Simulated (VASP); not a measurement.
# MnAs (P6_3/mmc) in VASP: a series of runs

Runs on MnAs. Level: PBEsol. Tasks: single point.

Program: VASP 6.6.1. These are calculated values, not measurements. Logs are shortened: lines on timing, memory, paths and dates and some standing lists are left out, and cuts for length are marked.

### 1 The structure

It takes space group P6_3/mmc (No. 194, hexagonal). The conventional cell has a = 3.717 Å, b = 3.717 Å, c = 5.704 Å, α = 90.00°, β = 90.00°, γ = 120.00°. Mn (site symmetry -3m) is surrounded by 6 As at 2.58 Å and 2 Mn at 2.85 Å. As (site symmetry -6m2) is surrounded by 6 Mn at 2.58 Å.

### 2 Single point, PBEsol, collinear spin, typed start

The input, INCAR:

```
  PREC = Accurate
  ENCUT = 520
  EDIFF = 1E-7
  ISMEAR = 0
  SIGMA = 0.05
  LREAL = False
  LASPH = True
  NELM = 150
  ALGO = Normal
  ISIF = 2
  LWAVE = False
  LCHARG = True
  ISPIN = 2
  MAGMOM = 3.5 -3.5 0 0
  LORBIT = 11
  LMAXMIX = 4
  GGA = PS
  LELF = True
  LVHAR = True
  NBANDS = 30
```

The input, KPOINTS:

```
regular mesh
0
Gamma
  14 14 8
```

The input, POSCAR:

```
MnAs
1.0
    3.7172000000      0.0000000000      0.0000000000
   -1.8586000000      3.2191896309      0.0000000000
    0.0000000000      0.0000000000      5.7044000000
Mn As
2 2
Direct
    0.0000000000      0.0000000000      0.0000000000
    0.0000000000      0.0000000000      0.5000000000
    0.3333333333      0.6666666667      0.2500000000
    0.6666666667      0.3333333333      0.7500000000
```

Potentials or basis: VASP PAW PBE potentials, release 64 (Mn_pv, As).

On the command line:

```bash
cat potpaw_PBE.64/Mn_pv/POTCAR potpaw_PBE.64/As/POTCAR > POTCAR
mpirun -np 1 vasp_std > vasp.out
```

OUTCAR:

```text
PREC = Accurate
   ENCUT = 520
   EDIFF = 1E-7
   ISMEAR = 0
   LREAL = False
   LASPH = True
   NELM = 150
   ISIF = 2
   ISPIN = 2
   LORBIT = 11
   GGA = PS

 ion  position               nearest neighbor table
   1  0.000  0.000  0.000-   3 2.58   4 2.58   3 2.58   4 2.58   4 2.58   3 2.58   2 2.85   2 2.85

   2  0.000  0.000  0.500-   3 2.58   4 2.58   3 2.58   4 2.58   4 2.58   3 2.58   1 2.85   1 2.85

   3  0.333  0.667  0.250-   1 2.58   2 2.58   1 2.58   2 2.58   1 2.58   2 2.58
   4  0.667  0.333  0.750-   1 2.58   2 2.58   1 2.58   2 2.58   1 2.58   2 2.58

  LATTYP: Found a hexagonal cell.
 ALAT       =     3.7172000000
 C/A-ratio  =     1.5345959324

  Lattice vectors:

 A1 = (   3.7172000000,   0.0000000000,   0.0000000000)
 A2 = (  -1.8586000000,   3.2191896309,   0.0000000000)
 A3 = (   0.0000000000,   0.0000000000,   5.7044000000)

Analysis of symmetry for initial positions (statically):
=====================================================================
 Subroutine PRICEL returns:
 Original cell was already a primitive cell.

 Routine SETGRP: Setting up the symmetry group for a
 hexagonal supercell.

 Subroutine GETGRP returns: Found 24 space group operations
 (whereof 12 operations were pure point group operations)
 out of a pool of 24 trial point group operations.

The static configuration has the point symmetry D_3d.
 The point group associated with its full space group is D_6h.

Analysis of symmetry for dynamics (positions and initial velocities):
=====================================================================
 Subroutine PRICEL returns:
 Original cell was already a primitive cell.

 Routine SETGRP: Setting up the symmetry group for a
 hexagonal supercell.

 Subroutine GETGRP returns: Found 24 space group operations
 (whereof 12 operations were pure point group operations)
 out of a pool of 24 trial point group operations.

The dynamic configuration has the point symmetry D_3d.
 The point group associated with its full space group is D_6h.

Analysis of structural, dynamic, and magnetic symmetry:
=====================================================================
 Subroutine PRICEL returns:
 Original cell was already a primitive cell.

 Routine SETGRP: Setting up the symmetry group for a
 hexagonal supercell.

 Subroutine GETGRP returns: Found 24 space group operations
 (whereof 12 operations were pure point group operations)
 out of a pool of 24 trial point group operations.

The overall configuration has the point symmetry D_3d.
 The point group associated with its full space group is D_6h.

 Subroutine INISYM returns: Found 24 space group operations
 (whereof 12 operations are pure point group operations),
 and found     1 'primitive' translations

----------------------------------------------------------------------------------------

                                     Primitive cell

  volume of cell :      68.2610

  direct lattice vectors                    reciprocal lattice vectors
     3.717200000  0.000000000  0.000000000     0.269019692  0.155318592  0.000000000
    -1.858600000  3.219189631  0.000000000     0.000000000  0.310637183  0.000000000
     0.000000000  0.000000000  5.704400000     0.000000000  0.000000000  0.175303275

  length of vectors
     3.717200000  3.717200000  5.704400000     0.310637183  0.310637183  0.175303275

  position of ions in fractional coordinates (direct lattice)
     0.000000000  0.000000000  0.000000000
     0.000000000  0.000000000  0.500000000
     0.333333333  0.666666667  0.250000000
     0.666666667  0.333333333  0.750000000

  ion indices of the primitive-cell ions
   primitive index   ion index
                 1           1
                 2           2
                 3           3
                 4           4

----------------------------------------------------------------------------------------

 KPOINTS: regular mesh

Automatic generation of k-mesh.
 Grid dimensions read from file:
 generate k-points for:   14   14    8

 Generating k-lattice:

  Cartesian coordinates                     Fractional coordinates (reciprocal lattice)
     0.019215692  0.011094185  0.000000000     0.071428571  0.000000000  0.000000000
     0.000000000  0.022188370  0.000000000     0.000000000  0.071428571  0.000000000
     0.000000000  0.000000000  0.021912909     0.000000000  0.000000000  0.125000000

  Length of vectors
     0.022188370  0.022188370  0.021912909

  Shift w.r.t. Gamma in fractional coordinates (k-lattice)
     0.000000000  0.000000000  0.000000000

 Subroutine IBZKPT returns following result:
 ===========================================

 Found    120 irreducible k-points:

 Following reciprocal coordinates:
            Coordinates               Weight
  0.000000  0.000000  0.000000      1.000000
  0.071429  0.000000  0.000000      6.000000
  0.142857  0.000000  0.000000      6.000000
  0.214286 -0.000000  0.000000      6.000000
  0.285714  0.000000  0.000000      6.000000
  0.357143  0.000000  0.000000      6.000000
[... 16 lines left out ...]
  0.285714  0.285714  0.000000      6.000000
  0.357143  0.285714  0.000000      6.000000
 [... further k-points ...]
   k-points           NKPTS =    120   k-points in BZ     NKDIM =    120   number of bands    NBANDS=     30
   number of dos      NEDOS =    301   number of ions     NIONS =      4
   total plane-waves  NPLWV =  32928
   dimension x,y,z NGX =    28 NGY =   28 NGZ =   42
   dimension x,y,z NGXF=    56 NGYF=   56 NGZF=   84
   ions per type =               2   2
   NGX,Y,Z   is equivalent  to a cutoff of  12.52, 12.52, 12.24 a.u.
   NGXF,Y,Z  is equivalent  to a cutoff of  25.05, 25.05, 24.48 a.u.
 SYSTEM =  unknown system
   PREC   = accura    normal or accurate (medium, high low for compatibility)
   ISTART =      0    job   : 0-new  1-cont  2-samecut
   ICHARG =      2    charge: 1-file 2-atom 10-const
   ISPIN  =      2    spin polarized calculation?
   LNONCOLLINEAR =      F non collinear calculations
   LSORBIT =      F    spin-orbit coupling
   LASPH  =      T    aspherical Exc in radial PAW
   ENCUT  =  520.0 eV  38.22 Ry    6.18 a.u.   6.91  6.91 10.61*2*pi/ulx,y,z
   NELM   =    150;   NELMIN=  2; NELMDL= -5     # of ELM steps
   EDIFF  = 0.1E-06   stopping-criterion for ELM
   LREAL  =      F    real-space projection
   EDIFFG = 0.1E-05   stopping-criterion for IOM
   NSW    =      0    number of steps for IOM
   IBRION =     -1    ionic relax: 0-MD 1-quasi-New 2-CG
   NFREE  =      0    steps in history (QN), initial steepest desc. (CG)
   ISIF   =      2    stress and relaxation
   ISYM   =      2    0-nonsym 1-usesym 2-fastsym
   POTIM  = 0.5000    time-step for ionic-motion
   TEBEG  =    0.0;   TEEND  =   0.0 temperature during run
   PSTRESS=    0.0 pullay stress
   NELECT =      36.0000    total number of electrons
   NUPDOWN=      -1.0000    fix difference up-down
   EMIN   =  10.00;   EMAX   =-10.00  energy-range for DOS
   EFERMI =   0.00;   METHOD = LEGACY
   ISMEAR =     0;   SIGMA  =   0.05  broadening in eV -4-tet -1-fermi 0-gaus
   EFERMI_NEDOS =   21; number of points for ismear=-14 and -15
   IALGO  =     38    algorithm
   IMIX   =      4    mixing-type and parameters
     AMIX     =   0.40;   BMIX     =  1.00
     AMIX_MAG =   1.60;   BMIX_MAG =  1.00
  volume/ion in A,a.u.               =      17.07       115.16
  Fermi-wavevector in a.u.,A,eV,Ry     =   1.322670  2.499484 23.802794  1.749456
  Thomas-Fermi vector in A             =   2.452334
   LORBIT       =     11    0 simple, 1 ext, 2 COOP (PROOUT), +10 PAW based schemes
   GGA     = PS    functional components
   LHFCALC =     F    Hartree Fock is set to
   AEXX    =    0.0000 exact exchange contribution
   IVDW    =     0    specifies the selected vdW correction
   LEPSILON=     F    determine dielectric tensor
   LRPA    =     F    only Hartree local field effects (RPA)
 spin polarized calculation
 Gauss-broadening in eV      SIGMA  =   0.05
  energy-cutoff  :      520.00
  volume of cell :       68.26
 maximum number of plane-waves:      1860
 NGX is ok and might be reduce to    28
   NGX = 13   NGY = 13   NGZ = 21

 number of electron      35.9999981 magnetization      -0.0000000

 number of electron      35.9999981 magnetization       0.0000000

 Free energy of the ion-electron system (eV)
  ---------------------------------------------------
  ext. energy  EPLUGINS =         0.00000000
  ---------------------------------------------------
  free energy    TOTEN  =       -30.08610731 eV

  energy without entropy =      -30.08116078  energy(sigma->0) =      -30.08363404

 E-fermi :   6.4285     XC(G=0): -11.2798

 val. band max:        6.4234941084   @ k =   0.1429   0.0000   0.3750
 cond. band min:       6.4332064650   @ k =   0.2857   0.0714   0.5000
 fundamental gap:      0.0097123566
 Fermi energy:         6.4285413320

 spin component 1

 k-point     1 :       0.0000    0.0000    0.0000
  band No.  band energies     occupation
      1     -43.0383      1.00000
      2     -43.0383      1.00000
      3     -42.9761      1.00000
      4     -39.8851      1.00000
      5     -39.8388      1.00000
      6     -39.8388      1.00000
[... 781 lines left out ...]
     29      16.3643      0.00000
     30      16.5863      0.00000

 [... further k-points ...]

 spin component 2

 k-point     1 :       0.0000    0.0000    0.0000
  band No.  band energies     occupation
      1     -43.0383      1.00000
      2     -43.0383      1.00000
      3     -42.9761      1.00000
      4     -39.8851      1.00000
      5     -39.8388      1.00000
      6     -39.8388      1.00000
[... 781 lines left out ...]
     29      16.3643      0.00000
     30      16.5863      0.00000

 [... further k-points ...]

------------------------ aborting loop because EDIFF is reached ----------------------------------------

  FORCE on cell =-STRESS in cart. coord.  units (eV):
  Direction    XX          YY          ZZ          XY          YZ          ZX
  --------------------------------------------------------------------------------------
  -------------------------------------------------------------------------------------
  Total       -4.7448820     -4.7448820     -4.3467204      0.0000000     -0.0000000      0.0000000
  in kB     -111.3688003   -111.3688003   -102.0234081      0.0000000     -0.0000000      0.0000000
  external PRESSURE =    -108.2536696 kB  Pullay stress =       0.0000000 kB

 VOLUME and BASIS-vectors are now :
 -----------------------------------------------------------------------------
  energy-cutoff  :      520.00
  volume of cell :       68.26
      direct lattice vectors                 reciprocal lattice vectors
     3.717200000  0.000000000  0.000000000     0.269019692  0.155318592  0.000000000
    -1.858600000  3.219189631  0.000000000     0.000000000  0.310637183  0.000000000
     0.000000000  0.000000000  5.704400000     0.000000000  0.000000000  0.175303275

 POSITION                                       TOTAL-FORCE (eV/Angst)
 -----------------------------------------------------------------------------------
      0.00000      0.00000      0.00000         0.000000      0.000000      0.000000
      0.00000      0.00000      2.85220         0.000000      0.000000      0.000000
     -0.00000      2.14613      1.42610         0.000000     -0.000000     -0.000000
      1.85860      1.07306      4.27830        -0.000000      0.000000     -0.000000
 -----------------------------------------------------------------------------------
    total drift:                               -0.000000      0.000000      0.000000

  FREE ENERGIE OF THE ION-ELECTRON SYSTEM (eV)
  ---------------------------------------------------
  free  energy   TOTEN  =       -30.0861073115 eV

  energy  without entropy=      -30.0811607784  energy(sigma->0) =      -30.08363404

 total charge

# of ion       s       p       d       tot
------------------------------------------
    1        0.278   6.237   5.066  11.581
    2        0.278   6.237   5.066  11.581
    3        1.221   1.493   0.053   2.766
    4        1.221   1.493   0.053   2.766
--------------------------------------------------
tot          2.997  15.460  10.238  28.695

 magnetization (x)

# of ion       s       p       d       tot
------------------------------------------
    1        0.033   0.033   2.965   3.031
    2       -0.033  -0.033  -2.965  -3.031
    3        0.000   0.000   0.000   0.000
    4        0.000   0.000   0.000   0.000
--------------------------------------------------
tot         -0.000   0.000   0.000   0.000
```

Wall time 11 min (1 thread of AMD EPYC 7R13 (Zen 3), shared host); peak memory 0.41 GiB.

What came out:

- Free energy: -30.0861 eV
- Pressure: -10.8 GPa
- Band gap on the k mesh: none (metal or under the smearing width)
- Net moment: 0.00 μB per cell
- Site moments: Mn +3.03, -3.03; As +0.00 μB
- Valence electrons inside the program's atomic spheres: Mn 11.58; As 2.77

Stress tensor (GPa, compression positive):
```
-11.14   0.00   0.00
  0.00 -11.14   0.00
  0.00   0.00 -10.20
```

Caveat: the PAW data sets were made with another functional, which shifts forces and pressure a little.

### 3 Single point, PBEsol

The input, INCAR:

```
SYSTEM = MnAs
ALGO = Fast
EDIFF = 1E-7
ENCUT = 520
GGA = PS
ISIF = 2
ISMEAR = 0
LASPH = .True.
LCHARG = .False.
LREAL = .False.
LWAVE = .False.
NBANDS = 26
NELM = 100
PREC = Accurate
SIGMA = 0.05
```

The input, KPOINTS:

```
k-points
0
Gamma
  14 14 8
  0 0 0
```

POSCAR is that of step 2.

Potentials or basis: VASP PAW PBE potentials, release 64 (Mn_pv, As).

On the command line:

```bash
cat potpaw_PBE.64/Mn_pv/POTCAR potpaw_PBE.64/As/POTCAR > POTCAR
mpirun -np 1 vasp_std > vasp.out
```

Wall time 3.7 min (1 thread of AMD EPYC 7R13 (Zen 3), shared host); peak memory 0.27 GiB.

The run converged. Its results:

- Free energy: -28.6590 eV
- Pressure: -24.6 GPa
- Band gap on the k mesh: none (metal or under the smearing width)

Stress tensor (GPa, compression positive):
```
-23.62   0.00   0.00
  0.00 -23.62   0.00
  0.00   0.00 -26.48
```

Levels at points of the mesh, in eV from the Fermi level:
```tsv
k point	band 15	band 16	band 17	band 18	band 19	band 20	band 21	band 22
(0.00, 0.00, 0.00)	-0.72	-0.72	0.13	0.13	0.90	0.90	1.31	1.74
(0.50, 0.00, 0.00)	-1.65	-0.22	-0.18	-0.17	-0.17	0.19	0.29	1.09
(0.00, 0.00, 0.50)	-0.56	-0.56	-0.56	-0.56	0.15	0.15	2.89	2.89
(0.50, 0.00, 0.50)	-0.82	-0.82	-0.05	-0.05	0.03	0.03	1.57	1.57
```

Caveat: so large a pressure means that the cell lies far from this level's equilibrium, or that cutoff or potentials fall short; the potentials were made for another functional, which shifts forces and pressure. Spin polarisation is off, so any magnetic state and its effect on volume and gap are missing.

### 4 Single point, PBEsol

This run uses another cell than the first one, of 13.43 Å³/atom, 0.787 times its volume.

The input, INCAR:

```
SYSTEM = MnAs
PREC = Accurate
ENCUT = 520
EDIFF = 1E-6
ISMEAR = 0
SIGMA = 0.05
LREAL = .False.
LASPH = .True.
NELM = 80
ALGO = Fast
ISIF = 2
LWAVE = .False.
LCHARG = .False.
GGA = PS
NBANDS = 26
```

The input, KPOINTS:

```
regular mesh
0
Gamma
  14 14 8
  0 0 0
```

The input, POSCAR:

```
MnAs
1.0
    3.3239989819      0.0000000000      0.0000000000
   -1.6619994910      2.8786675605      0.0000000000
    0.0000000000      0.0000000000      5.6155983761
Mn As
2 2
Direct
    0.0000000000      0.0000000000      0.0000000000
    0.0000000000      0.0000000000      0.5000000000
    0.3333333333      0.6666666667      0.2500000000
    0.6666666667      0.3333333333      0.7500000000
```

On the command line:

```bash
cat potpaw_PBE.64/Mn_pv/POTCAR potpaw_PBE.64/As/POTCAR > POTCAR
mpirun -np 1 vasp_std > vasp.out
```

Wall time 4.7 min (1 thread of AMD EPYC 7R13 (Zen 3), shared host); peak memory 0.24 GiB.

Results (log left out):

```yaml
Free_energy: -30.0033 eV
Pressure: 0.5 GPa
Band_gap_on_the_k_mesh: none (metal or under the smearing width)
```

Levels at points of the mesh, in eV from the Fermi level:
| k point | band 16 | band 17 | band 18 | band 19 | band 20 | band 21 |
| --- | --- | --- | --- | --- | --- | --- |
| (0.00, 0.00, 0.00) | -1.26 | -0.17 | -0.17 | 1.12 | 1.40 | 1.81 |
| (0.50, 0.00, 0.00) | -0.96 | -0.50 | -0.20 | 0.05 | 0.09 | 0.34 |
| (0.00, 0.00, 0.50) | -0.93 | -0.93 | -0.93 | 0.17 | 0.17 | 4.01 |
| (0.50, 0.00, 0.50) | -1.61 | -0.09 | -0.09 | 0.16 | 0.16 | 2.10 |

Caveat: the PAW data sets were made with another functional, which shifts forces and pressure a little. Spin polarisation is off, so any magnetic state and its effect on volume and gap are missing.

### 5 Overview

| spin | cell | gap on the mesh (eV) | pressure (GPa) |
| --- | --- | --- | --- |
| collinear, typed start | P6_3/mmc, 17.07 Å³/atom | none | -10.8 |
| off | P6_3/mmc, 17.07 Å³/atom | none | -24.6 |
| off | P6_3/mmc, 13.43 Å³/atom | none | 0.5 |

Alike in all rows: task single point; level PBEsol; potentials or basis VASP PAW PBE potentials, release 64 (Mn_pv, As); k mesh 14 × 14 × 8; cutoff (eV) 520; smearing gaussian 0.05 eV.

Every run on the cell as given and a fine mesh finds a metal.

Caveats: the PAW data sets were made with another functional, which shifts forces and pressure a little (some runs); so large a pressure means that the cell lies far from this level's equilibrium, or that cutoff or potentials fall short (some runs); the potentials were made for another functional, which shifts forces and pressure (some runs).

Total energies depend on the potentials used, so only differences within one code and one set of settings carry meaning.
